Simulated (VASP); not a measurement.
The system is VO2.

```xyz
6
Lattice="4.5300 0.0000 0.0000 0.0000 4.5300 0.0000 0.0000 0.0000 2.8690" Properties=species:S:1:pos:R:3 pbc="T T T"
V     0.0000    0.0000    0.0000
V     2.2650    2.2650    1.4345
O     1.3817    1.3817    0.0000
O     0.8834    3.6467    1.4345
O     3.1483    3.1483    0.0000
O     3.6467    0.8834    1.4345
```

| Property | Result |
| --- | --- |
| Program | VASP 6.6.1 |
| Task | relaxation of cell and atoms |
| Functional | PBE |
| Potentials or basis | VASP PAW PBE potentials, release 64 (V_sv, O) |
| Cutoff | 600 eV |
| k mesh | 6 × 6 × 10 |
| Occupations | gaussian, width 0.03 eV |
| Spin | collinear spin, ferromagnetic start |
| Starting moments | [1.0, 1.0, 0.0, 0.0, 0.0, 0.0] μB |
| Hubbard terms | V d U = 3.25 eV |

At the start: pressure 13.7 GPa; volume 9.81 Å³/atom.

Problem. How do energy, volume and symmetry change on relaxing?

Solution. Over 8 steps the energy falls by 32.3 meV/atom and the volume is 10.50 Å³/atom (+7.0 %); space group P4_2/mnm (No. 136, to 0.05 Å); moment 2.00 μB per cell.

The path:
| step | energy change (eV) | largest force (eV/Å) | pressure (GPa) | volume (Å³) |
| --- | --- | --- | --- | --- |
| 1 | 0.0000 | 0.0585 | 13.72 | 58.87 |
| 2 | -0.0145 | 0.8747 | -11.69 | 66.33 |
| 3 | -0.1586 | 0.6131 | -0.40 | 62.62 |
| 4 | -0.1920 | 0.0673 | -1.17 | 63.37 |
| 5 | -0.1920 | 0.0514 | -1.21 | 63.39 |
| 6 | -0.1921 | 0.0632 | 1.24 | 62.71 |
| 7 | -0.1934 | 0.0060 | 0.03 | 63.04 |
| 8 | -0.1936 | 0.0009 | -0.02 | 63.02 |

Final structure:
```cif
data_structure
_symmetry_space_group_name_H-M 'P 1'
_symmetry_Int_Tables_number 1
_cell_length_a 4.6242
_cell_length_b 4.6242
_cell_length_c 2.9472
_cell_angle_alpha 90.000
_cell_angle_beta 90.000
_cell_angle_gamma 90.000
_cell_volume 63.02
loop_
_atom_site_label
_atom_site_type_symbol
_atom_site_fract_x
_atom_site_fract_y
_atom_site_fract_z
_atom_site_occupancy
V1 V 0.00000 0.00000 0.00000 1
V2 V 0.50000 0.50000 0.50000 1
O1 O 0.30960 0.30960 0.00000 1
O2 O 0.19040 0.80960 0.50000 1
O3 O 0.69040 0.69040 0.00000 1
O4 O 0.80960 0.19040 0.50000 1
```
